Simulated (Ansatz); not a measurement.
**Straining CuI**

These are results of Ansatz, DFT PBEsol, scalar-relativistic, plane waves, PAW, not measurements. (420 eV cutoff, 8×8×4 k-mesh, Gaussian smearing of 0.02 eV, no spin polarisation)

The relaxed crystal:

```
CELL_PARAMETERS angstrom
4.00198 0.00000 0.00000
0.00000 4.00198 0.00000
0.00000 0.00000 6.48052
ATOMIC_POSITIONS crystal
Cu 0.50000 0.50000 0.00000
Cu 0.00000 0.00000 0.00000
I 0.50000 0.00000 0.26152
I 0.00000 0.50000 0.73848
```

Deformation: uniaxial strain along a, with the lengths of b and c and the atoms relaxed and the angles held, all within the symmetry that the strain leaves. Energies are extrapolated to zero smearing. Gaps are Kohn–Sham gaps over the whole zone.

Spin-orbit coupling is left out, which matters for the bands and energies of heavy elements.

```
strain (%)  ΔE (meV/atom) a (Å) b (Å) c (Å) gap (eV)
      -6.0           18.4  3.762  3.999  6.675      1.35
      -4.0            7.9  3.842  3.999  6.615      1.43
      -2.0            2.0  3.922  4.001  6.547      1.48
      +0.0            0.0  4.002  4.002  6.481      1.52
      +2.0            1.6  4.082  4.012  6.394      1.49
      +4.0            6.3  4.162  4.022  6.309      1.46
      +6.0           13.9  4.242  4.034  6.219      1.43
```

Q: What stiffness (1/V) d²E/dε² at zero strain does a cubic fit over all points give?

A: A cubic fit gives (1/V) d²E/dε² = 55 GPa at zero strain (Young's modulus along this axis, angles held).

Q: How does the free axis b answer a small strain?

A: Between the innermost points its strain is 0.07 times the applied one.

Q: How fast does the gap move with strain on either side?

A: 18 meV per percent on the compressed side and -13 meV per percent on the stretched side; it is direct at -2.0 %, direct at zero and direct at +2.0 %.

This form isn't the usual stable structure of the compound.